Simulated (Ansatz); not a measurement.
Crystal: Zn.

```
CELL_PARAMETERS angstrom
2.67000 0.00000 0.00000
-1.33500 2.31229 0.00000
0.00000 0.00000 4.96600
ATOMIC_POSITIONS crystal
Zn 0.66667 0.33333 0.75000
Zn 0.33333 0.66667 0.25000
```

Base run:

| Property | Result |
| --- | --- |
| Program | Ansatz 0.2.0 |
| Functional | LDA |
| Potentials or basis | all-electron LAPW, scalar-relativistic |
| Cutoff | 264 eV |
| Density cutoff | 1057 eV |
| Basis error allowed | 0.001 eV/atom |
| k mesh | 11 × 11 × 6 |
| Occupations | fermi-dirac, width 0.05 eV |
| Spin | no spin polarisation |

Its results: pressure -9.1 GPa.

The run is repeated on the same cell with these changes: functional from LDA to PBE. What comes out?

Pressure -0.7 GPa.

PBE binds less tightly than LDA, so the same cell stands under more pressure.

Not every run made on this cell is shown here.
